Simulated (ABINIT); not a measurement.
Crystal: Sb.

```
Sb
1.0
    -1.57654    1.57654    2.71194
     1.57654   -1.57654    2.71194
     1.57654    1.57654   -2.71194
Sb
1
Direct
  0.00000 0.00000 0.00000
```

This isn't the form of Sb at room conditions, which is rhombohedral.

Base run:

* Program: ABINIT 10.8.3 (patched build)
* Functional: AM05
* Potentials or basis: JTH PAW PBE v2.0
* Cutoff: 517 eV
* k mesh: 12 × 12 × 12
* Occupations: fermi-dirac, width 0.05 eV
* Spin: no spin polarisation

Its results: band gap on the k mesh none (metal or under the smearing width); pressure -1.8 GPa.

Task: After a change of settings the same cell gave: band gap on the k mesh none (metal or under the smearing width); pressure 2.5 GPa. Which change was it?
A. functional from AM05 to BLYP
B. functional from AM05 to revPBE
C. functional from AM05 to WC
D. functional from AM05 to SCAN

Result: B.

revPBE binds less tightly than AM05, so the same cell stands under more pressure.

Caveats: the PAW data sets were made with another functional, which shifts forces and pressure a little.
